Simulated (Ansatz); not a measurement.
## ZnS: zone-centre modes under pressure

ZnS, F-43m, a = 5.443 Å. The compound has several low-lying forms, and this is one of them. Ansatz: PBE, PAW, 420 eV, Γ-centred 10×10×10 mesh on 2 atoms, fixed occupations; no spin polarisation. Cell and atoms are relaxed at each pressure with the symmetry kept; optical modes at Γ by linear response, in cm⁻¹, the highest, without the LO field. The real crystal is known to change phase within this range, so the rows at high pressure are metastable.

```
P (GPa) V (Å³/atom)     ω1
      0       20.161  260.1
      7       18.546      ?
     18       16.918  348.9
     35       15.326  405.4
```

Problem. Get the mode's Grüneisen parameter γ = −d ln ω/d ln V from the other rows and predict the missing frequency.

Solution. ln(V/V0) = 0.0000, -0.0835, -0.1754, -0.2742; a line through ln(ω/ω0) of the 3 known rows gives ω1: γ = 1.625 (intercept 0.0023), predicted 298.6, computed 300.6. The miss is 0.7 %, or 5 % of the shift under pressure, so a constant γ serves at that level.

Cost: 4 runs of about 1.9 core-minutes in all, on AMD EPYC 9R45 (Zen 5) (shared hosts).